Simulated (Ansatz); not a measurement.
Predict the output of the script below (Ansatz 0.2.0 through its Python package).

The script, `s_kconv.py`:
```python
"""k-point test for S."""

import ansatz as az
from ase import Atoms


def main() -> None:
    atoms = Atoms(
        ["S"],
        scaled_positions=[
            (0.0, 0.0, 0.0),
        ],
        cell=[
            (0.0, 1.99435034, 1.99435034),
            (1.99435034, 0.0, 1.99435034),
            (1.99435034, 1.99435034, 0.0),
        ],
        pbc=True,
    )
    cell = az.Crystal.from_ase(atoms)

    base = cell.calculation().functional("PBE").basis(550).occupations("methfessel_paxton", width=0.1)

    rows = []
    for value in [(3, 3, 3), (4, 4, 4), (6, 6, 6), (8, 8, 8), (10, 10, 10), (12, 12, 12)]:
        report = base.kpoints(*value).run(threads=1).report
        rows.append((value, report["free_energy_ev"] / len(report["lattice"]["sites"]), report["n_iterations"], report["n_kpoints"]))

    print("        mesh   F/atom (eV)    iterations      k-points")
    for row in rows:
        print(f"{str(row[0]):>12s}  {row[1]:12.5f}  {row[2]:12d}  {row[3]:12d}")

    # differences from the last row
    for row in rows[:-1]:
        shift = 1000 * (row[1] - rows[-1][1])
        print(f"{row[0]}: {shift:+.2f} meV/atom" + ("  (within 2 meV)" if abs(shift) < 2 else ""))


if __name__ == "__main__":
    main()
```

```console
$ python s_kconv.py
        mesh   F/atom (eV)    iterations      k-points
   (3, 3, 3)    -900.94702             5             4
   (4, 4, 4)    -900.98940             4             8
   (6, 6, 6)    -900.74428             4            16
   (8, 8, 8)    -900.78494             5            29
(10, 10, 10)    -900.79137             5            47
(12, 12, 12)    -900.77512             5            72
(3, 3, 3): -171.90 meV/atom
(4, 4, 4): -214.28 meV/atom
(6, 6, 6): +30.83 meV/atom
(8, 8, 8): -9.83 meV/atom
(10, 10, 10): -16.26 meV/atom
```

This isn't the structure that S takes at ambient conditions. Shifts are counted from the finest mesh, which is itself no proven limit.

(Lines on the test bed's own set-up are left out of the output.)
